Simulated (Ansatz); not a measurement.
Ag: strain energy, fitted

Ag, P6_3/mmc, a = 2.867 Å, c = 4.691 Å. This isn't the element's structure at ambient conditions. Ansatz: PBEsol, PAW, 420 eV, Γ-centred 24×24×12 mesh on 2 atoms, Gaussian smearing 0.10 eV; no spin polarisation. Series: biaxial strain in the a-b plane, c and atoms relaxed; x is the strain in per cent. y is the free energy over the unstrained cell, V0 = 16.696 Å³/atom.

```
x (%) y (meV/atom)
 -3.0             ?
 -2.0          8.51
 -1.0          1.65
  0.0          0.00
  1.0          2.70
  2.0          9.33
  3.0         19.14
```

Fit y = c2 x² + c3 x³ to the other rows, turn c2 into a modulus, and predict the missing energy.

Least squares on the rows shown. y = 2.1537 x² + 0.0012115 x³. In eV per unit strain² c2 is 21.54; M is the biaxial modulus (E = M V0 ε²): 21.54 × 160.2 / (16.696) = 207 GPa. The unstrained cell keeps some stress along the strain, worth a slope of 0.48 meV/atom per %, which the form leaves out. With a term in x⁴ added, the coefficient of x² becomes 2.406, 12 % more, which shows how far this figure hangs on the form. At x = -3.0 the fit asked for gives 19.35 meV/atom. The run gave 21.24 meV/atom, so the fit is 1.89 meV/atom too low, 8.9 % of the span of the series, against an rms of 0.48 meV/atom on the fitted rows. The row lies outside the fitted range. With a term in x⁴ added, a fit to the same known rows predicts 16.28 meV/atom, further off still.